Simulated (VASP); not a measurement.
Wanted: the native input for a VASP 6.6.1 run.

* Task: single point
* Functional: PBE
* Dispersion: D3(BJ)
* Potentials or basis: VASP PAW PBE potentials, release 64 (C, O, H)
* Cutoff: 520 eV
* k mesh: 1 × 1 × 1
* Occupations: fermi-dirac, width 0.02 eV
* Spin: no spin polarisation
* Dipole correction: no
* Further INCAR settings: LREAL = Auto; ALGO = Fast; EDIFF = 1e-07; NBANDS = 64

The structure of H6C2O lies in POSCAR:

```
H6C2O
1.0
    7.5290720000      0.0000000000      0.0000000000
    0.0000000000      7.5290720000      0.0000000000
    0.0000000000      0.0000000000      7.5290720000
C O H
8 4 24
Direct
    0.7819821619      0.8955021283      0.7610366855
    0.8996195016      1.0560398413      0.7248569279
    0.9797887442      0.3413036826      0.3034769756
    0.8496930299      0.2672972180      0.1651066692
    0.2609617759      0.6537591884      0.0190860175
    0.3745083059      0.5535741988      0.1557828109
    0.5535343532      0.4046846676      0.5929681639
    0.6357091551      0.4597777787      0.7623117431
    1.0568101886      1.0161942933      0.8164618428
    0.6801502230      0.2459665680      0.2507214701
    0.5558985224      0.6110846064      0.1601791031
    0.8236871689      0.4738565390      0.7257335300
    1.1369661493      1.1161269277      0.8024362099
    0.9191039746      1.0688302622      0.5800183608
    0.8342329573      1.1787774111      0.7710777636
    0.6453916233      0.9191836657      0.7130626457
    0.8204463976      0.7748630907      0.6931929991
    0.7798437842      0.8525619094      0.9038165660
    0.6277798911      0.1383570246      0.1974081268
    0.8353087871      0.3612928658      0.0489170511
    0.9047595773      0.1363249017      0.1234016623
    1.1245741839      0.3334275459      0.2772586050
    0.9430378671      0.4812279654      0.3380761932
    0.9502100657      0.2650393036      0.4241691406
    0.6306222068      0.5056400045      0.1920289778
    0.3111671664      0.5591127300      0.2977657804
    0.3720644457      0.4093731605      0.1205195009
    0.1447721578      0.5734571273     -0.0182891065
    0.2105837213      0.7793125102      0.0834232957
    0.3425388946      0.6893146991     -0.0975950290
    0.8721393553      0.5526444693      0.8193041586
    0.6018005938      0.5959831437      0.8084927332
    0.6120276177      0.3600842176      0.8668133337
    0.4077926204      0.4179001077      0.5941900941
    0.5983871585      0.4928097380      0.4844687367
    0.5978426026      0.2728888766      0.5504131186
```

The cell was built by a generator and needn't be a form met in nature.

One way to write it, as run:

INCAR

```
PREC = Accurate ; ENCUT = 520
EDIFF = 1E-7 ; ISMEAR = -1
SIGMA = 0.02 ; LREAL = Auto
LASPH = T ; NELM = 100
ALGO = Fast ; ISIF = 2
LWAVE = F ; LCHARG = T
GGA = PE ; IVDW = 12
LELF = T ; LVHAR = T
NBANDS = 64
```

KPOINTS

```
regular mesh
0
Gamma
  1 1 1
```

Potentials or basis: VASP PAW PBE potentials, release 64 (C, O, H).

Command:

```bash
$ cat potpaw_PBE.64/C/POTCAR potpaw_PBE.64/O/POTCAR potpaw_PBE.64/H/POTCAR > POTCAR
$ mpirun -np 1 vasp_gam > vasp.out
```

Results of the run:

```json
{"Pressure": "-0.5 GPa", "Largest force": "1.716 eV/Å", "Band gap on the k mesh": "4.47 eV, direct", "Dispersion energy per atom": "-0.036 eV"}
```

Run time: 53 s on 1 thread of Intel(R) Xeon(R) Platinum 8488C (Sapphire Rapids), with other jobs on the host, peak memory 0.41 GiB.
